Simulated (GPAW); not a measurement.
C, a slab with vacuum:

```
C
1.0
     2.45617    0.00000    0.00000
    -1.22809    2.12711    0.00000
     0.00000    0.00000    8.52380
C
2
Cartesian
  1.2281 0.7090 0.0000
  0.0000 1.4181 0.0000
```

```yaml
Program: GPAW 26.7.0
Task: single point
Functional: PBE
Potentials_or_basis: GPAW PAW data sets (gpaw-data 1.2.1)
Cutoff: 800 eV
Basis: pw
k_mesh: 12 × 12 × 3
Occupations: fermi-dirac, width 0.05 eV
Spin: no spin polarisation
```

On this cell: largest force under 0.003 eV/Å; band gap on the k mesh none (metal or under the smearing width).

The same run follows on a disturbed copy (atoms moved at random, drawn with an rms of 0.05 Å):

```
CELL_PARAMETERS angstrom
2.45617 0.00000 0.00000
-1.22809 2.12711 0.00000
0.00000 0.00000 8.52380
ATOMIC_POSITIONS crystal
C 0.65630 0.33472 0.99940
C 0.32410 0.66274 0.99900
```

What changes?

The energy (extrapolated to zero smearing) moves by +2.3 meV/atom; largest force 0.707 eV/Å; band gap on the k mesh 0.20 eV, direct.

Forces on the atoms (eV/Å):
```
C    0.456 -0.537 -0.058
C   -0.456  0.537  0.058
```

Stress tensor (GPa, compression positive):
```
 2.39 -0.18  0.01
-0.18  1.98 -0.01
 0.01 -0.01 -0.22
```

Caveats: these data sets are soft for forces on short bonds.

A k mesh can miss the band edges.
